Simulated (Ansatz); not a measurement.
# Mo (Im-3m), stationary points along a deformation path

These are results of DFT PBEsol, scalar-relativistic, plane waves, PAW (Ansatz), not measurements. The runs took a 420 eV cutoff, a Γ-centred 30×30×30 mesh and Gaussian smearing (0.15 eV). No spin polarisation. Energies are free energies at this smearing, counted from the undisturbed cell; pressure is positive in compression.

The starting cell (relaxed at this level; with this scan's settings it stands at 0.1 GPa):

```xyz
1
Lattice="-1.5647 1.5647 1.5647 1.5647 -1.5647 1.5647 1.5647 1.5647 -1.5647" Properties=species:S:1:pos:R:3 pbc="T T T"
Mo    0.0000    0.0000    0.0000
```

At fixed volume and fractional coordinates, lengths along (0.000, 0.000, 1.000) are scaled against those across it; ρ is that ratio over its starting value. V = 15.322 Å³/atom. Δσ is the stress along the axis less the mean stress across it (compression positive).

```csv
ρ,ΔE (meV/atom),Δσ (GPa),space group
0.707,628.4,39.48,I4/mmm
0.780,424.4,30.73,I4/mmm
0.850,241.9,36.66,I4/mmm
0.920,72.2,26.42,I4/mmm
1.000,0.0,0.00,Im-3m
1.200,260.6,-30.72,I4/mmm
1.300,385.5,-17.77,I4/mmm
1.414,434.1,-0.03,Fm-3m
```

Problem. How does the stress give the slope of the energy, and where is the energy stationary?

Solution. Along the path d ln(length) is 2/3 d ln ρ on the axis and −1/3 d ln ρ across it, so dE/d ln ρ = −(2/3) V Δσ: the energy falls with ρ where Δσ is positive. Δσ vanishes or changes sign at ρ = 1.000 (Im-3m), a minimum at 0.0 meV/atom; at ρ = 1.414 (Fm-3m, an end of the scan), at 434.1 meV/atom. Pairs of stationary points between two samples would go unseen, and could change a minimum read from distant neighbours into a maximum. At ρ = 1.000, 1.414 the cell is cubic, where symmetry alone makes the stress isotropic and the slope zero.

Problem. Integrate that slope from ρ = 1 to 0.780 by the trapezoid rule.

Solution. With V/N in Å³ and 1 eV/Å³ = 160.2 GPa the slopes at ρ = 1.000, 0.920, 0.850, 0.780 are 0, -1684, -2337, -1959 meV/atom per unit of ln ρ. The steps add 70.2 + 159.1 + 184.6 = 413.9 meV/atom, against 424.4 from the energies; the trapezoid rule misses the curvature of the slope within each step.

In a metal these slopes depend on the k mesh and the smearing.

Cost: 8 runs of about 5.3 core-minutes in all, on Intel Xeon Processor @ 2.50GHz (Skylake/Cascade Lake) (shared hosts).